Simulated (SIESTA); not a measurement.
Crystal: GaN.

```
CELL_PARAMETERS angstrom
3.21154 0.00000 0.00000
-1.60577 2.78127 0.00000
0.00000 0.00000 10.35684
ATOMIC_POSITIONS crystal
Ga 0.00000 0.00000 0.78587
Ga 0.66667 0.33333 0.03735
Ga 0.33333 0.66667 0.53735
Ga 0.00000 0.00000 0.28587
N 0.00000 0.00000 0.09304
N 0.66667 0.33333 0.34375
N 0.00000 0.00000 0.59304
N 0.33333 0.66667 0.84374
```

The cell is a database's computed one.

Base run:

```yaml
Program: SIESTA 5.4.2
Functional: PBE
Potentials_or_basis: PseudoDojo 0.4 standard (PBE files)
Basis: TZDP (energy shift 0.002 Ry; radii capped at 9.5 bohr)
Grid_cutoff: 800 Ry
Energy_shift: 0.002 Ry
k_mesh: 10 × 10 × 3
Occupations: fermi-dirac, width 0.05 eV
Spin: no spin polarisation
```

Its results: band gap on the k mesh 0.79 eV, direct; pressure 3.1 GPa; largest force 0.535 eV/Å.

Question: The run is repeated on the same cell with these changes: potentials or basis from PseudoDojo 0.4 standard (PBE files) to SG15 1.2 (PBE files) or PseudoDojo by element; basis from TZDP (energy shift 0.002 Ry; radii capped at 9.5 bohr) to DZP (energy shift 0.002 Ry). What comes out?

Answer: Band gap on the k mesh 0.74 eV, direct; pressure 2.9 GPa; largest force 0.605 eV/Å.

Caveats: semicore shells carry a single zeta, which can move pressures by several GPa and volumes by a few percent; the basis of atomic orbitals isn't converged, which shifts pressures, moduli and gaps.
